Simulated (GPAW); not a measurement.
# Ru (P6_3/mmc) in GPAW: further runs

One crystal, Ru, is run at these levels: vdW-DF2, PBE, optB88-vdW; tasks: band structure, equation of state.

All numbers are computed with GPAW 26.7.0; they aren't measurements. Logs are shortened: lines on timing, memory, paths and dates and some standing lists are left out, and cuts for length are marked. The log counts tension as positive stress, the text compression.

## 1. The crystal as given

The structure is hexagonal, space group P6_3/mmc (No. 194). The conventional cell has a = 2.706 Å, b = 2.706 Å, c = 4.282 Å, α = 90.00°, β = 90.00°, γ = 120.00°. Around Ru (site symmetry -6m2) lie 12 Ru at 2.65 to 2.71 Å.

## 2. Band structure, vdW-DF2, spin-orbit coupling, no magnetisation

The input, run.py:

```python
import numpy as np
from ase.dft.bandgap import bandgap
from ase.io import write
from ase.spacegroup import crystal
from gpaw import GPAW, PW
from gpaw.spinorbit import soc_eigenstates

# Ru 2c
atoms = crystal(['Ru'],
                basis=[[0.6666666667, 0.3333333333, 0.75]],
                spacegroup=194, setting=1,  # P6_3/mmc
                cellpar=[2.7058, 2.7058, 4.2819, 90.0, 90.0, 120.0],
                primitive_cell=True)

calc = GPAW(mode=PW(600),
            xc={'name': 'vdW-DF2', 'backend': 'libvdwxc'},
            kpts={'size': (8, 8, 5), 'gamma': True},
            occupations={'name': 'fermi-dirac', 'width': 0.05},
            nbands=29,
            convergence={'density': 1e-05, 'energy': 1e-05},
            maxiter=150,
            txt='gpaw.txt')
atoms.calc = calc
energy = atoms.get_potential_energy()
forces = atoms.get_forces()
calc.write('gs.gpw')
write('result.traj', atoms)
print(f'Energy: {energy:.6f} eV')
print('Forces (eV/A):')
print(forces.round(4))
print('Fermi level:', round(calc.get_fermi_level(), 4), 'eV')
print(f'Gap: {bandgap(calc)[0]:.4f} eV, direct: {bandgap(calc, direct=True)[0]:.4f} eV')

path = atoms.cell.bandpath('GMKGALHA,LM,KH', npoints=100, eps=1e-4)
bs_calc = calc.fixed_density(kpts=path, symmetry='off', nbands=40,
                             convergence={'bands': 'CBM+6.0', 'eigenstates': 1e-6}, txt='bands.txt')
bs = bs_calc.band_structure()
bs.write('bs.json')
print(f'Gap on the path: {bandgap(bs_calc)[0]:.4f} eV')

soc = soc_eigenstates(bs_calc, theta=54.7, phi=45)
np.savetxt('soc_bands.dat', soc.eigenvalues(), fmt='%.4f')
mesh = soc_eigenstates('gs.gpw', theta=54.7, phi=45)
np.savetxt('soc_mesh.dat', mesh.eigenvalues(), fmt='%.4f')
print('Fermi level with spin-orbit coupling:', round(mesh.fermi_level, 4), 'eV')
```

Potentials or basis: GPAW PAW data sets (gpaw-data 1.2.1), pw.

On the command line:

```sh
> OMP_NUM_THREADS=1 python run.py
```

gpaw.txt:

```text
__  _  _
 | _ |_)|_||  |
 |__||  | ||/\| - 26.7.0

Input parameters:
  mode=PW(ecut=600.0),
  convergence={'density': 1e-05, 'energy': 1e-05},
  kpts=MonkhorstPack(size=(8, 8, 5), gamma=True),
  maxiter=150,
  nbands=29,
  occupations=Occupations(name='fermi-dirac', width=0.05),
  xc=XC(name='vdW-DF2', backend='libvdwxc')

Diagonalizing LCAO Hamiltonian
Converting LCAO to pw mode

          Ru

        Ru

Atoms  # Å, Bohr magnetons
|   | symbol |         x |        y |        z |    initial magnetic moments |
|---|--------|-----------|----------|----------|-----------------------------|
| 0 |     Ru |  1.352900 | 0.781097 | 3.211425 | ( 0.0000,  0.0000,  0.0000) |
| 1 |     Ru | -0.000000 | 1.562194 | 1.070475 | ( 0.0000,  0.0000,  0.0000) |

Unit cell  # Å
| periodic |         x |        y |        z |  lengths |     angles |
|----------|-----------|----------|----------|----------|------------|
|      yes |  2.705800 | 0.000000 | 0.000000 | 2.705800 |  90.000000 |
|      yes | -1.352900 | 2.343292 | 0.000000 | 2.705800 |  90.000000 |
|      yes |  0.000000 | 0.000000 | 4.281900 | 4.281900 | 120.000000 |

Number of symmetries: 12
Symmetry operations  # r_c * U_cc + t_c -> r_c
|    | kind |            matrix            |
|----|------|------------------------------|
|  0 |  σ   |  1, 1, 0,  0,-1, 0,  0, 0, 1 |
|  1 |  S6  |  1, 1, 0, -1, 0, 0,  0, 0,-1 |
|  2 |  E   |  1, 0, 0,  0, 1, 0,  0, 0, 1 |
|  3 |  C2  |  1, 0, 0, -1,-1, 0,  0, 0,-1 |
|  4 |  C2  |  0, 1, 0,  1, 0, 0,  0, 0,-1 |
|  5 |  C3  |  0, 1, 0, -1,-1, 0,  0, 0, 1 |
|  6 |  S6  |  0,-1, 0,  1, 1, 0,  0, 0,-1 |
|  7 |  σ   |  0,-1, 0, -1, 0, 0,  0, 0, 1 |
|  8 |  σ   | -1, 0, 0,  1, 1, 0,  0, 0, 1 |
|  9 |  i   | -1, 0, 0,  0,-1, 0,  0, 0,-1 |
| 10 |  C3  | -1,-1, 0,  1, 0, 0,  0, 0, 1 |
| 11 |  C2  | -1,-1, 0,  0, 1, 0,  0, 0,-1 |

BZ-sampling:
  Number of BZ points: 320
  Number of IBZ points: 40

  Monkhorst-Pack size: [8, 8, 5]
  Monkhorst-Pack shift: [0.0625, 0.0625, 0.0]

K-points  # in reciprocal-cell coordinates
|     |                                coordinates |     weight |
|-----|--------------------------------------------|------------|
|   0 | (  0.00000000,   0.00000000,   0.00000000) | 0.00312500 |
|   1 | (  0.00000000,   0.00000000,   0.20000000) | 0.00625000 |
|   2 | (  0.00000000,   0.00000000,   0.40000000) | 0.00625000 |
|   3 | (  0.12500000,   0.00000000,  -0.40000000) | 0.01875000 |
|   4 | (  0.12500000,   0.00000000,  -0.20000000) | 0.01875000 |
|   5 | (  0.12500000,   0.00000000,   0.00000000) | 0.01875000 |
|   6 | (  0.12500000,   0.00000000,   0.20000000) | 0.01875000 |
|   7 | (  0.12500000,   0.00000000,   0.40000000) | 0.01875000 |
|   8 | (  0.25000000,  -0.12500000,   0.00000000) | 0.01875000 |
|   9 | (  0.25000000,  -0.12500000,   0.20000000) | 0.03750000 |
| ... |                                            |            |
|  39 | (  0.50000000,   0.50000000,   0.40000000) | 0.01875000 |

Plane wave coefficients: 929
Cutoff: 600.0 eV

Spin-components: 1 (collinear spins)
Bands:           29
Projectors:      12
Spin-degeneracy: 2
Datatype:        complex128

Density:
  Valence electrons: 32.0
  Components: 1
  Grid points: [16 16 25]
  Charge: 0.0  # |e|

Potential:
  Grid points: [16 16 25]

species:
  Ru:
    name:    Ruthenium
    Z:       44.0
    valence: 16
    core:    28
    charge:  0.0  # [|e|]
    compensation charges:
      type: gauss
      rc: 0.39  # [Å]
      lmax: 2
    cutoffs:
      filter: 2.16  # [Å]
      core: 1.30  # [Å]
    projectors
    | kind |    occ | energy [eV] | rcut [Å] |
    |------|--------|-------------|----------|
    |   4s |  2.000 |     -76.316 |    1.281 |
    |   5s |  1.000 |      -4.236 |    1.281 |
    |   4p |  6.000 |     -46.423 |    1.286 |
    |   5p |  0.000 |      -0.913 |    1.286 |
    |   4d |  7.000 |      -5.203 |    1.254 |
    |    d |        |      22.008 |    1.254 |

    Using partial waves for Ru as LCAO basis

Reference energy: -246490.249966  # eV

eigensolver:
  PPCG
  Converge bands: occupied
  niter=2

density mixing:
  MSR1-Mixer
  Pratt-step length: 0.05
  Maximum mixing coefficient: 0.75
  Old densities: 10
  SVD Regularization: 0.005
  Good broyden scale: 1.0
  Trust region scale: 1.0
  Backstep threshold: 4.0
  History deletion threshold: 6.0
  Fourier metric: weight=20.0, sigma=0.015

occupation numbers:
  Fermi-Dirac:
    width: 0.0500  # eV

poisson solver:
  ecut: 4800.0  # eV

xc functional:
  name: vdW-DF2 with libvdwxc
  Mode: serial
  Semilocal: GGA_X_RPW86+LDA_C_PW with 2 nearest neighbor stencil
  Local blocksize: 32 x 32 x 50
  PAW datasets: PBE

convergence criteria:
- Maximum integral of absolute [dens]ity change: 1e-05 electrons / valence electron
- Maximum [total energy] change in last 3 cyles: 1e-05 eV / valence electron
- Maximum integral of absolute [eigenst]ate change: 4e-08 eV^2 / valence electron
maximum number of iterations: 150

SCF iterations
|iter     | |      energy | eigst |  dens |
|---------|-|-------------|-------|-------|
|iter:   1| | -202.454111 | +0.10 |       |
|iter:   2| | -202.188173 | -2.71 | -1.16 |
|iter:   3| | -201.164239 | -1.83 | -1.21 |
|iter:   4| | -201.154687 | -3.51 | -2.18 |
|iter:   5| | -201.154336 | -3.26 | -2.40 |
|iter:   6| | -201.154383 | -5.33 | -3.41 |
|iter:   7| | -201.154391c| -5.94 | -3.79 |
|iter:   8| | -201.154391c| -8.03c| -4.75 |
|iter:   9| | -201.154391c| -8.11c| -5.27c|

Converged in 9 steps
Energy contributions relative to reference atoms: (reference = -246490.249966)

Energy contributions:
  Kinetic:          20.484029
  Coulomb:         -24.647191
  Zero:             -0.898964
  External:          0.000000
  Xc:             -196.087745
  Entropy:          -0.009040
  Spinorbit:         0.000000
  ----------------------------
  Free energy:    -201.158911
  Extrapolated:   -201.154391

dipole moment: (0.000000, 0.000000, 0.000001)  # |e|*Ang

Fermi level: 13.638
Eigenvalues  # (at kpt = [0.000, 0.000, 0.000])
| band index |      eig [eV] | occ [0-2] |
|------------|---------------|-----------|
|          0 |       -59.622 |     2.000 |
|        ... |               |           |
|          9 |         7.654 |     2.000 |
|         10 |        11.092 |     2.000 |
|         11 |        11.092 |     2.000 |
|         12 |        11.255 |     2.000 |
|         13 |        11.748 |     2.000 |
|         14 |        11.748 |     2.000 |
[... 8 lines left out ...]
|         23 |        32.453 |     0.000 |
|         24 |        37.169 |     0.000 |
|        ... |               |           |
|         28 |        39.031 |     0.000 |

No gap
No difference between direct/indirect transitions

Forces  # eV/Ang
|        x |        y |        z |
|----------|----------|----------|
|  0.00000 | -0.00000 | -0.00053 |  # Ru   0
| -0.00000 |  0.00000 |  0.00053 |  # Ru   1

# Writing to gs.gpw (mode='')
```

stdout:

```text
Energy: -201.154391 eV
Forces (eV/A):
[[ 0.     -0.     -0.0005]
 [-0.      0.      0.0005]]
Fermi level: 13.6377 eV
Gap: 0.0000 eV, direct: 0.0000 eV
Gap on the path: 0.0000 eV
Fermi level with spin-orbit coupling: 13.6422 eV
```

Wall time 34 s (1 thread of Arm Neoverse V2, shared host); peak memory 0.31 GiB.

Results:

| Property | Result |
| --- | --- |
| Free energy | -201.1589 eV |
| Band gap along the path | none (metal or under the smearing width) |

Levels at the corners of the path, in eV from the Fermi level:
```
point  band 29  band 30  band 31  band 32  band 33  band 34  band 35  band 36
    Γ    -1.76    -1.76    -1.44    -1.44    -1.30    -1.30     1.04     1.04
    M    -1.47    -1.47     1.37     1.37     1.71     1.71     1.90     1.90
    K    -1.03    -1.03     0.89     0.89     1.04     1.04     1.38     1.38
    Γ    -1.76    -1.76    -1.44    -1.44    -1.30    -1.30     1.04     1.04
    A    -2.52    -2.52    -2.52    -2.52     0.46     0.46     0.46     0.46
    L     0.55     0.55     0.55     0.55     1.62     1.62     1.62     1.62
    H    -1.29    -1.29    -1.07    -1.07     1.16     1.16     1.21     1.21
    A    -2.52    -2.52    -2.52    -2.52     0.46     0.46     0.46     0.46
    L     0.55     0.55     0.55     0.55     1.62     1.62     1.62     1.62
    M    -1.47    -1.47     1.37     1.37     1.71     1.71     1.90     1.90
    K    -1.03    -1.03     0.89     0.89     1.04     1.04     1.38     1.38
    H    -1.29    -1.29    -1.07    -1.07     1.16     1.16     1.21     1.21
```

Caveat: spin-orbit coupling was added after a scalar SCF, so levels and gaps hold it while energy, forces, pressure and moments don't; this program's spin-orbit splittings come out too wide for heavy elements; the PAW data sets were made with another functional, which shifts forces and pressure a little.

## 3. Band structure, PBE, spin-orbit coupling, no magnetisation

The input, run.py:

```python
import numpy as np
from ase.dft.bandgap import bandgap
from ase.io import read, write
from ase.units import GPa
from gpaw import GPAW, PW
from gpaw.spinorbit import soc_eigenstates

atoms = read('POSCAR')

calc = GPAW(mode=PW(600),
            xc='PBE',
            kpts={'size': (8, 8, 5), 'gamma': True},
            occupations={'name': 'fermi-dirac', 'width': 0.05},
            nbands=29,
            convergence={'density': 1e-05, 'energy': 1e-05},
            maxiter=150,
            txt='gpaw.txt')
atoms.calc = calc
energy = atoms.get_potential_energy()
forces = atoms.get_forces()
stress = atoms.get_stress()
calc.write('gs.gpw')
write('result.traj', atoms)
print(f'Energy: {energy:.6f} eV')
print('Forces (eV/A):')
print(forces.round(4))
print('Stress (GPa):', (stress / GPa).round(3))
print('Fermi level:', round(calc.get_fermi_level(), 4), 'eV')
print(f'Gap: {bandgap(calc)[0]:.4f} eV, direct: {bandgap(calc, direct=True)[0]:.4f} eV')

path = atoms.cell.bandpath('GMKGALHA,LM,KH', npoints=60, eps=1e-4)
bs_calc = calc.fixed_density(kpts=path, symmetry='off', nbands=40,
                             convergence={'bands': 'CBM+6.0', 'eigenstates': 1e-6}, txt='bands.txt')
bs = bs_calc.band_structure()
bs.write('bs.json')
print(f'Gap on the path: {bandgap(bs_calc)[0]:.4f} eV')

soc = soc_eigenstates(bs_calc, theta=0, phi=0)
np.savetxt('soc_bands.dat', soc.eigenvalues(), fmt='%.4f')
mesh = soc_eigenstates('gs.gpw', theta=0, phi=0)
np.savetxt('soc_mesh.dat', mesh.eigenvalues(), fmt='%.4f')
print('Fermi level with spin-orbit coupling:', round(mesh.fermi_level, 4), 'eV')
```

The input, POSCAR:

```
Ru
1.0
    2.7058000000      0.0000000000      0.0000000000
   -1.3529000000      2.3432915376      0.0000000000
    0.0000000000      0.0000000000      4.2819000000
Ru
2
Direct
    0.6666666667      0.3333333333      0.7500000000
    0.3333333333      0.6666666667      0.2500000000
```

Potentials or basis: GPAW PAW data sets (gpaw-data 1.2.1), pw.

On the command line:

```sh
> OMP_NUM_THREADS=1 python run.py
```

It took 26 s on 1 thread of Arm Neoverse V2, shared host; peak memory 0.26 GiB.

It converged, with:

| Quantity | Value |
| --- | --- |
| Free energy | -18.9787 eV |
| Pressure | 3.2 GPa |
| Band gap along the path | none (metal or under the smearing width) |

Stress tensor (GPa, compression positive):
```
3.41 0.00 0.00
0.00 3.41 0.00
0.00 0.00 2.64
```

Levels at the corners of the path, in eV from the Fermi level:
```
point  band 30  band 31  band 32  band 33  band 34  band 35
    Γ    -1.76    -1.43    -1.43    -1.28    -1.28     1.09
    M    -1.50     1.43     1.43     1.77     1.77     1.97
    K    -1.05     0.94     0.94     1.08     1.08     1.43
    Γ    -1.76    -1.43    -1.43    -1.28    -1.28     1.09
    A    -2.60    -2.60    -2.60     0.51     0.51     0.51
    L     0.46     0.46     0.46     1.68     1.68     1.68
    H    -1.28    -1.06    -1.06     1.20     1.20     1.25
    A    -2.60    -2.60    -2.60     0.51     0.51     0.51
    L     0.46     0.46     0.46     1.68     1.68     1.68
    M    -1.50     1.43     1.43     1.77     1.77     1.97
    K    -1.05     0.94     0.94     1.08     1.08     1.43
    H    -1.28    -1.06    -1.06     1.20     1.20     1.25
```

Caveat: spin-orbit coupling was added after a scalar SCF, so levels and gaps hold it while energy, forces, pressure and moments don't; this program's spin-orbit splittings come out too wide for heavy elements.

## 4. Equation of state, optB88-vdW

The input, run.py:

```python
from ase.eos import EquationOfState
from ase.io import Trajectory, read
from ase.units import GPa
from gpaw import GPAW, PW

atoms = read('Ru.cif')

traj = Trajectory('eos.traj', 'w')
volumes, energies = [], []
for x in [0.94, 0.96, 0.98, 1.0, 1.02, 1.04, 1.06]:
    a = atoms.copy()
    a.set_cell(atoms.cell * x**(1 / 3), scale_atoms=True)
    calc = GPAW(mode=PW(600),
                xc={'name': 'optB88-vdW', 'backend': 'libvdwxc'},
                kpts={'size': (8, 8, 5), 'gamma': True},
                occupations={'name': 'fermi-dirac', 'width': 0.05},
                nbands=29,
                convergence={'density': 1e-05, 'energy': 1e-05},
                maxiter=150,
                legacy_gpaw=True,
                txt=f'eos-{x:.2f}.txt')
    a.calc = calc
    energies.append(a.get_potential_energy(force_consistent=True))
    volumes.append(a.get_volume())
    calc.write(f'eos-{x:.2f}.gpw')
    traj.write(a)
    print(f'{x:.2f} {volumes[-1]:10.4f} A^3 {energies[-1]:14.6f} eV', flush=True)

v0, e0, B = EquationOfState(volumes, energies, eos='birchmurnaghan').fit()
print(f'V0 = {v0:.4f} A^3, E0 = {e0:.6f} eV, B0 = {B / GPa:.2f} GPa')
```

The input, Ru.cif:

```cif
data_Ru
_cell_length_a 2.70580000
_cell_length_b 2.70580000
_cell_length_c 4.28190000
_cell_angle_alpha 90.00000000
_cell_angle_beta 90.00000000
_cell_angle_gamma 120.00000000
_space_group_name_H-M_alt 'P1'
_space_group_name_Hall 'P 1'
_space_group_IT_number 1
loop_
_space_group_symop_operation_xyz
'x,y,z'
loop_
_atom_site_label
_atom_site_type_symbol
_atom_site_symmetry_multiplicity
_atom_site_Wyckoff_symbol
_atom_site_fract_x
_atom_site_fract_y
_atom_site_fract_z
_atom_site_occupancy
Ru1 Ru 1 a 0.6666666667 0.3333333333 0.7500000000 1
Ru2 Ru 1 a 0.3333333333 0.6666666667 0.2500000000 1
```

On the command line:

```sh
> OMP_NUM_THREADS=1 python run.py
```

Run time: 78 s. Hardware: 1 thread of Arm Neoverse V2, shared host; peak memory 0.19 GiB.

Results (log left out):

```
Equilibrium volume                        : 14.01 Å³/atom
Bulk modulus at fixed shape and positions : 293 GPa
Pressure derivative of the bulk modulus   : 4.8
```

Energy against volume, from the lowest point:
```tsv
volume (Å³/atom)	energy (meV/atom)
12.760	120.95
13.032	70.76
13.303	35.02
13.575	12.21
13.846	0.97
14.118	0.00
14.389	8.28
```

Caveat: the cell was scaled at fixed shape and fractional positions, which overstates the stiffness of a crystal with free parameters, most of all of layers and chains; the PAW data sets were made with another functional, which shifts forces and pressure a little.
